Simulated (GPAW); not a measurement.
ZrS, 2 atoms in the cell. It takes space group Fm-3m (No. 225, cubic). The conventional cell has a = 5.250 Å, b = 5.250 Å, c = 5.250 Å, α = 90.00°, β = 90.00°, γ = 90.00°. Zr (site symmetry m-3m) has 6 S at 2.62 Å as nearest neighbours. Around S (site symmetry m-3m) lie 6 Zr at 2.62 Å. 

* Program: GPAW 26.7.0
* Task: equation of state
* Functional: r2SCAN
* Potentials or basis: GPAW PAW data sets (gpaw-data 1.2.1)
* Cutoff: 600 eV
* Basis: pw
* k mesh: 9 × 9 × 9
* Occupations: fermi-dirac, width 0.05 eV
* Spin: no spin polarisation
* Maxiter: 150
* Eos scales: [0.94, 0.96, 0.98, 1.0, 1.02, 1.04, 1.06]

Potentials or basis: GPAW PAW data sets (gpaw-data 1.2.1), pw.

Launch:

```sh
$ OMP_NUM_THREADS=1 python run.py
```

Hardware: 1 thread of Arm Neoverse V2, on a shared host.

Question: Estimate the wall time of this run.

Answer: Wall time 7.7 min on 1 thread of Arm Neoverse V2 (shared host), peak memory 0.84 GiB. Counts: scf iterations 98, plane waves 1153, bands 19, k points 35.
